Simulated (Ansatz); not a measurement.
# SrO (P1) in Ansatz: phonons with BLYP+D4

Aim: the phonons of SrO with BLYP+D4.

Program: Ansatz 0.2.0. These are calculated values, not measurements. Logs are shortened: lines on timing, memory, paths and dates and some standing lists are left out, and cuts for length are marked.

## 1. The cell of the first run

The typed cell holds 2 atoms: a = 3.629 Å, b = 3.629 Å, c = 3.629 Å, α = 60.00°, β = 60.00°, γ = 60.00°.

## 2. Phonons, BLYP+D4 (atoms moved at random, drawn with an rms of 0.1 Å)

Contents of input.yaml:

```yaml
crystal:
  lattice:
    - [0.0, 2.5663, 2.5663]
    - [2.5663, 0.0, 2.5663]
    - [2.5663, 2.5663, 0.0]
  atoms:
    - { symbol: Sr, position: [0.519277, 0.501217, 0.50359] }
    - { symbol: O, position: [-0.015376, 0.028021, -0.006603] }
kpoints:
  mp_grid: { grid: [7, 7, 7] }
scf:
  occupations: { method: gaussian, width: 0.05 }
hamiltonian:
  xc: blyp
  dispersion: d4
  pseudopotentials: { kind: all_electron, lapw: { basis_error: 0.001 } }
output: {}
phonons:
  method: fd
  supercell: [1, 1, 1]
```

Potentials or basis: all-electron LAPW, scalar-relativistic.

Command:

```bash
ansatz run input.yaml --threads 1 --pin off --max-ram 3072MiB --backend cpu --events-out ev --progress --plain --runs-dir out
```

Output:

```text
Warning: RAYON_NUM_THREADS=1 ignored (pool sized by the plan → 1); use --threads N
LAPW: plane waves up to 8.179 Å⁻¹, error target 1.0e-3 eV per atom; small_component_spin mean_spin; O in spheres of 1.141 Å, 6 of its electrons in bands, Dirac shells []; Sr in spheres of 1.237 Å, 28 of its electrons in bands, Dirac shells [] (how accurate: hamiltonian.pseudopotentials.lapw.basis_error, Limitations)
Engine: ansatz 0.2.0, x86_64-unknown-linux-gnu
Pseudopotentials: kind: all_electron
Pseudopotential: Sr, LAPW, valence charge 28, lapw/all_electron/scalar/gaussian/Sr, Koelling and Harmon's equation, gaussian nucleus
Pseudopotential: O, LAPW, valence charge 6, lapw/all_electron/scalar/gaussian/O, Koelling and Harmon's equation, gaussian nucleus
Functional definition: BLYP
  parameter beta = 0.0042
  parameter a = 0.04918
  parameter b = 0.132
  parameter c = 0.2533
  parameter d = 0.349
  exchange = b88_x(beta = beta)
  correlation = lyp_c(a = a, b = b, c = c, d = d)
Crystal: 2 atoms, lattice volume = 33.803 Å³
Basis set: ecut = 254.8672691854232 eV, 331 PW (Γ), exchange–correlation at level 2
Bands: 21, of which v1, the nominal top of the filled ones, is band 17 counted from 1 (16 counted from 0)
Symmetry: 1 space group operations
k-points: 172 of 343 (time reversal used)
Non-local potential: Sr, projectors of the file, none
Non-local potential: O, projectors of the file, none
Initial density: superposition of atomic densities (chi_scale 0.1, normalization cell, long waves kept (reshape's long-wave potential 0.00 eV rms))
Initial wavefunctions: plane waves of lowest kinetic energy (no species holds an atomic orbital)
Functional: x = b88, c = lyp
iter 1 solved again at ethr=1.12e-2 eV; its pass at ethr=1.00e-1 eV (dr2=3.82e0 eV) is discarded
SCF iter   1: F=—  HF=-88588.248364 eV  |F-HF|=—  |Δ(HF+E_count)|=         —  Δρ=8.62e-2  dr2=3.82e0  ethr=1.12e-2  ⟨swp⟩=2.0  Hψ=23004  notcnv=0
preconditioner: auto → none  [insulator: Δε(μ)=7.049 eV  Ē_g=17.677 eV  σ=0.050 eV  W_gap=1.00  n_scr=14 (ndim 8)  ℏωp=23.9 eV  f_vac=0.000  D(μ)=0.00/eV (n_scr^D=0)  ε∞_Penn≈2.8]
SCF iter   2: F=—  HF=-88587.336558 eV  |F-HF|=—  |Δ(HF+E_count)|=   9.12e-1  Δρ=5.13e-2  dr2=1.22e0  ethr=1.12e-2  ⟨swp⟩=3.0  Hψ=11290  notcnv=0
SCF iter   3: F=—  HF=-88585.730508 eV  |F-HF|=—  |Δ(HF+E_count)|=    1.61e0  Δρ=2.17e-2  dr2=2.50e-1  ethr=3.59e-3  ⟨swp⟩=3.0  Hψ=11514  notcnv=0
SCF iter   4: F=—  HF=-88585.813092 eV  |F-HF|=—  |Δ(HF+E_count)|=         —  Δρ=2.28e-2  dr2=2.84e-1  ethr=7.36e-4  ⟨swp⟩=3.0  Hψ=12044  notcnv=0  defer=1
the basis was enlarged: its passes take 41.1 KiB over the memory plan, 1 of 1 planned eigensolver slots
SCF iter   5: F=—  HF=-88585.695062 eV  |F-HF|=—  |Δ(HF+E_count)|=   1.18e-1  Δρ=8.01e-3  dr2=3.49e-2  ethr=7.36e-4  ⟨swp⟩=2.0  Hψ=10321  notcnv=0
iter 6 solved again at ethr=5.08e-7 eV; its pass at ethr=1.03e-4 eV (dr2=1.73e-4 eV) is discarded
SCF iter   6: F=—  HF=-88585.678859 eV  |F-HF|=—  |Δ(HF+E_count)|=   1.62e-2  Δρ=5.62e-4  dr2=1.72e-4  ethr=5.08e-7  ⟨swp⟩=2.8  Hψ=18560  notcnv=0
SCF iter   7: F=—  HF=-88585.678737 eV  |F-HF|=—  |Δ(HF+E_count)|=   1.22e-4  Δρ=1.63e-4  dr2=1.42e-5  ethr=5.07e-7  ⟨swp⟩=2.0  Hψ=10320  notcnv=0
SCF iter   8: F=—  HF=-88585.678744 eV  |F-HF|=—  |Δ(HF+E_count)|=   7.89e-6  Δρ=1.28e-5  dr2=8.28e-8  ethr=4.17e-8  ⟨swp⟩=2.0  Hψ=10321  notcnv=0
SCF iter   9: F=-88585.678744 eV  HF=-88585.678744 eV  |F-HF|=6.40e-10  |Δ(HF+E_count)|=   2.96e-8  Δρ=9.25e-7  dr2=4.29e-10  ethr=2.44e-10  ⟨swp⟩=3.0  Hψ=10650  notcnv=0
SCF 1 converged in 9 iterations: F = -88585.678744 eV  dr2 = 4.29e-10
Initial density: handed on by an earlier stage of this run
Initial wavefunctions: plane waves of lowest kinetic energy (no species holds an atomic orbital; no wavefunctions were taken with the density)
iter 1 solved again at ethr=2.72e-8 eV; its pass at ethr=1.00e-1 eV (dr2=9.24e-6 eV) is discarded
SCF iter   1: F=—  HF=-88585.679626 eV  |F-HF|=—  |Δ(HF+E_count)|=         —  Δρ=1.62e-4  dr2=6.63e-6  ethr=2.72e-8  ⟨swp⟩=5.4  Hψ=31200  notcnv=0
preconditioner: auto → none  [insulator: Δε(μ)=3.589 eV  Ē_g=16.295 eV  σ=0.050 eV  W_gap=1.00  n_scr=14 (ndim 8)  ℏωp=23.9 eV  f_vac=0.114  D(μ)=0.00/eV (n_scr^D=0)  ε∞_Penn≈3.2]
SCF iter   2: F=—  HF=-88585.679638 eV  |F-HF|=—  |Δ(HF+E_count)|=   1.21e-5  Δρ=5.93e-5  dr2=7.06e-7  ethr=1.95e-8  ⟨swp⟩=3.0  Hψ=10834  notcnv=0
SCF iter   3: F=—  HF=-88585.679639 eV  |F-HF|=—  |Δ(HF+E_count)|=   4.90e-7  Δρ=2.48e-5  dr2=2.41e-7  ethr=2.08e-9  ⟨swp⟩=3.0  Hψ=10836  notcnv=0
iter 4 solved again at ethr=5.78e-11 eV; its pass at ethr=7.07e-10 eV (dr2=1.97e-8 eV) is discarded
SCF iter   4: F=—  HF=-88585.679638 eV  |F-HF|=—  |Δ(HF+E_count)|=   1.93e-7  Δρ=1.00e-5  dr2=1.97e-8  ethr=5.78e-11  ⟨swp⟩=2.0  Hψ=18142  notcnv=0
SCF iter   5: F=-88585.679638 eV  HF=-88585.679638 eV  |F-HF|=1.44e-9  |Δ(HF+E_count)|=   3.02e-8  Δρ=1.67e-6  dr2=4.63e-10  ethr=5.78e-11  ⟨swp⟩=3.0  Hψ=10977  notcnv=0
SCF 2 converged in 5 iterations: F = -88585.679638 eV  dr2 = 4.63e-10
iter 1 solved again at ethr=2.75e-8 eV; its pass at ethr=1.00e-1 eV (dr2=9.36e-6 eV) is discarded
SCF iter   1: F=—  HF=-88585.677597 eV  |F-HF|=—  |Δ(HF+E_count)|=         —  Δρ=1.63e-4  dr2=6.70e-6  ethr=2.75e-8  ⟨swp⟩=5.4  Hψ=31192  notcnv=0
preconditioner: auto → none  [insulator: Δε(μ)=3.607 eV  Ē_g=16.295 eV  σ=0.050 eV  W_gap=1.00  n_scr=14 (ndim 8)  ℏωp=23.9 eV  f_vac=0.114  D(μ)=0.00/eV (n_scr^D=0)  ε∞_Penn≈3.2]
SCF iter   2: F=—  HF=-88585.677605 eV  |F-HF|=—  |Δ(HF+E_count)|=   8.57e-6  Δρ=6.01e-5  dr2=7.53e-7  ethr=1.97e-8  ⟨swp⟩=3.0  Hψ=10834  notcnv=0
SCF iter   3: F=—  HF=-88585.677606 eV  |F-HF|=—  |Δ(HF+E_count)|=   6.14e-7  Δρ=3.16e-5  dr2=4.18e-7  ethr=2.22e-9  ⟨swp⟩=3.0  Hψ=10836  notcnv=0
iter 4 solved again at ethr=5.50e-11 eV; its pass at ethr=1.23e-9 eV (dr2=1.87e-8 eV) is discarded
SCF iter   4: F=—  HF=-88585.677605 eV  |F-HF|=—  |Δ(HF+E_count)|=   3.70e-7  Δρ=1.05e-5  dr2=1.87e-8  ethr=5.50e-11  ⟨swp⟩=2.0  Hψ=18120  notcnv=0
SCF iter   5: F=-88585.677605 eV  HF=-88585.677605 eV  |F-HF|=7.86e-10  |Δ(HF+E_count)|=   4.11e-8  Δρ=1.21e-6  dr2=2.22e-10  ethr=5.50e-11  ⟨swp⟩=3.0  Hψ=11246  notcnv=0
[... 81 lines left out ...]
SCF iter   3: F=—  HF=-88585.679099 eV  |F-HF|=—  |Δ(HF+E_count)|=   2.20e-5  Δρ=4.74e-5  dr2=4.67e-7  ethr=1.38e-9  ⟨swp⟩=2.0  Hψ=18146  notcnv=0
SCF iter   4: F=—  HF=-88585.679100 eV  |F-HF|=—  |Δ(HF+E_count)|=   8.45e-7  Δρ=1.99e-5  dr2=1.84e-7  ethr=1.37e-9  ⟨swp⟩=3.0  Hψ=11010  notcnv=0
SCF iter   5: F=—  HF=-88585.679100 eV  |F-HF|=—  |Δ(HF+E_count)|=   1.69e-7  Δρ=4.20e-6  dr2=4.76e-9  ethr=5.41e-10  ⟨swp⟩=3.0  Hψ=10741  notcnv=0
SCF iter   6: F=-88585.679100 eV  HF=-88585.679100 eV  |F-HF|=6.11e-10  |Δ(HF+E_count)|=   2.90e-9  Δρ=1.04e-6  dr2=1.68e-10  ethr=1.40e-11  ⟨swp⟩=3.0  Hψ=10837  notcnv=0
SCF 12 converged in 6 iterations: F = -88585.679100 eV  dr2 = 1.68e-10
iter 1 solved again at ethr=3.14e-7 eV; its pass at ethr=1.00e-1 eV (dr2=1.07e-4 eV) is discarded
SCF iter   1: F=—  HF=-88585.678148 eV  |F-HF|=—  |Δ(HF+E_count)|=         —  Δρ=4.63e-4  dr2=1.06e-4  ethr=3.14e-7  ⟨swp⟩=4.5  Hψ=28973  notcnv=0
preconditioner: auto → none  [insulator: Δε(μ)=3.603 eV  Ē_g=16.295 eV  σ=0.050 eV  W_gap=1.00  n_scr=14 (ndim 8)  ℏωp=23.9 eV  f_vac=0.115  D(μ)=0.00/eV (n_scr^D=0)  ε∞_Penn≈3.2]
SCF iter   2: F=—  HF=-88585.678131 eV  |F-HF|=—  |Δ(HF+E_count)|=   1.71e-5  Δρ=1.99e-4  dr2=1.39e-5  ethr=3.12e-7  ⟨swp⟩=2.9  Hψ=10517  notcnv=0
iter 3 solved again at ethr=1.76e-9 eV; its pass at ethr=4.10e-8 eV (dr2=5.97e-7 eV) is discarded
SCF iter   3: F=—  HF=-88585.678152 eV  |F-HF|=—  |Δ(HF+E_count)|=   2.04e-5  Δρ=5.03e-5  dr2=5.96e-7  ethr=1.76e-9  ⟨swp⟩=2.0  Hψ=18162  notcnv=0
SCF iter   4: F=—  HF=-88585.678153 eV  |F-HF|=—  |Δ(HF+E_count)|=   1.07e-6  Δρ=3.55e-5  dr2=5.82e-7  ethr=1.75e-9  ⟨swp⟩=3.0  Hψ=10956  notcnv=0
SCF iter   5: F=—  HF=-88585.678152 eV  |F-HF|=—  |Δ(HF+E_count)|=   5.18e-7  Δρ=3.99e-6  dr2=2.60e-9  ethr=1.71e-9  ⟨swp⟩=3.0  Hψ=10684  notcnv=0
SCF iter   6: F=-88585.678152 eV  HF=-88585.678152 eV  |F-HF|=5.68e-10  |Δ(HF+E_count)|=   6.80e-9  Δρ=9.15e-7  dr2=1.27e-10  ethr=7.66e-12  ⟨swp⟩=3.0  Hψ=11283  notcnv=0
SCF 13 converged in 6 iterations: F = -88585.678152 eV  dr2 = 1.27e-10
SCF converged after 9 iterations
Free energy (F): -88585.678744 eV
Harris-Foulkes:  -88585.678744 eV  (|F-HF|=6.40e-10)
Internal energy: -88585.678744 eV  (E = F + TS)
E sigma→0 (E₀):  -88585.678744 eV
Fermi energy:    11.580817 eV
--- Per-component energies (eV) ---
  E_band       = -3172.427013
  E_kinetic    = 91159.350789
  E_xc         = -3114.043836
  E_electrostatic = -176630.361001  (all electrons and nuclei)
  E_disp       = -0.624696  (pairwise vdW)
  E_smearing   = -0.000000  (= −TS)
  E_closure    = 0.000000  (closes the sum)
  E_atoms      = -88573.666378  (free atoms, spherical and without spin; not in F)
  Σ components = -88585.678744   (vs F -88585.678744, Δ=0.00e0)
  Basis errors (estimates in eV, not in F): energy 7.6e-4 per atom: plane waves 7.3e-4 (4.1e-4 summed), levels above the bands 0.0e0, relativity 3.5e-7, radial functions 2.9e-5, core shells 2.7e-7; eigenvalues (radial functions only) 1.1e-5; not estimated: angular momenta, meshes, grids; target (lapw.basis_error) 1.0e-3; muffin-tin radii O 1.141 Å, Sr 1.237 Å
--- Forces (eV/Å), atoms counted from 1 ---
  atom   1  Sr     0.10156943    -0.30410794    -0.04735383
  atom   2  O     -0.10156831     0.30410448     0.04735318
  max |Σ_I F_I| component: 3.46e-6 eV/Å
--- Band table (eV; the first three rows and the last of 172) ---
  k-point 0: bands = ["-314.6625", "-237.1591", "-237.1589", "-237.1581", "-109.2220", "-109.2213", "-109.2213", "-109.2180", "-109.2173", "-22.5575", "-5.2199", "-4.1616", "-4.1612", "-4.1196", "9.7707", "9.7729", "9.7825", "14.0742", "16.1179", "16.1716", "16.1866"]
  k-point 1: bands = ["-314.6625", "-237.1591", "-237.1589", "-237.1581", "-109.2219", "-109.2213", "-109.2213", "-109.2179", "-109.2173", "-22.5316", "-5.6738", "-4.1896", "-4.1774", "-3.7177", "9.2219", "9.5431", "9.5837", "14.9319", "15.9494", "16.5273", "16.5500"]
  k-point 2: bands = ["-314.6625", "-237.1591", "-237.1589", "-237.1581", "-109.2219", "-109.2213", "-109.2213", "-109.2179", "-109.2173", "-22.4726", "-6.3188", "-4.2222", "-4.2132", "-3.2205", "8.3544", "9.0828", "9.1155", "15.9815", "16.7489", "17.5076", "17.5266"]
  k-point 171: bands = ["-314.6625", "-237.1591", "-237.1589", "-237.1581", "-109.2219", "-109.2213", "-109.2213", "-109.2179", "-109.2173", "-22.4085", "-6.6048", "-4.4217", "-4.2795", "-3.1018", "8.0040", "8.7800", "8.9244", "16.4633", "17.3764", "18.8408", "19.3867"]
--- Phonons: 12 displaced members + reference (amplitude 0.01 Å, Σ member SCF iterations 69) ---
  symmetry images taken by strict's conditions (phonons.symmetry_images: auto; settled by no image being taken that strict refuses)
  ASR residual: 3.382e-3 → 0.000e0 eV/Å²; symmetrization residual: 8.707e-5 eV/Å²
  pairwise dispersion correction: d4 (s6 = 1.0, s8 = 2.34076671, s9 = 1.0, a1 = 0.44488865, a2_bohr = 4.0933009), with the weights of each atom's references fixed at the reference crystal's, and the forces and stress that the weights' published response gives there kept as a pressure on the atom's counted neighbours (hamiltonian.dispersion)
  largest component of a force at the reference: 3.0e-1 eV/Å
  ASR residual per site (eV/Å²): 1.39e-3 3.38e-3
  Γ frequencies (cm⁻¹): 0.00 0.00 0.00 218.06 221.82 250.65
  density of states and harmonic sums: on the 21×21×21 q-mesh, interpolated from the force constants of a 1×1×1 supercell (no non-analytic term)
  largest difference from the sums on the solved wave vectors: F 5.00e-14 eV, S 9.92e-17 and C_V 6.86e-17 eV/K
  zero-point energy: 0.042808 eV/cell   skipped modes (ω ≤ 0): 13893, of them read as no rigid motion or as one in doubt: 13890 (3.000e0 modes/cell left out, lowest 0.00 cm⁻¹)   left out of the sums: 5.00e-1 of the cell's modes: C_V's classical limit lies that fraction below 3 k_B per atom; for a crystal, a wire or a layer, F and S can be off by more, and a phonons.interpolated_qmesh denser along its periods is the remedy for the sampling
```

Run time: 7.9 min. Hardware: 1 thread of Intel Xeon at 2.70GHz, shared host; peak memory 0.47 GiB.

What came out:

```yaml
Free_energy: -88585.6787 eV
Largest_force: 0.324 eV/Å
Band_gap_on_the_k_mesh: 3.60 eV, indirect (least direct gap 3.65 eV)
Highest_phonon_frequency_at_Γ_LO-TO_splitting_left_out: 251 cm⁻¹
```

Forces in eV/Å, atoms in the order of the input:
```
Sr   0.102 -0.304 -0.047
O   -0.102  0.304  0.047
```

Phonon frequencies in cm⁻¹ (negative: imaginary):
```tsv
q point	frequencies
(0.000, 0.000, 0.000)	0 0 0 218 222 251
```

Caveat: an odd mesh through Γ misses points on the zone boundary, where band edges often lie.
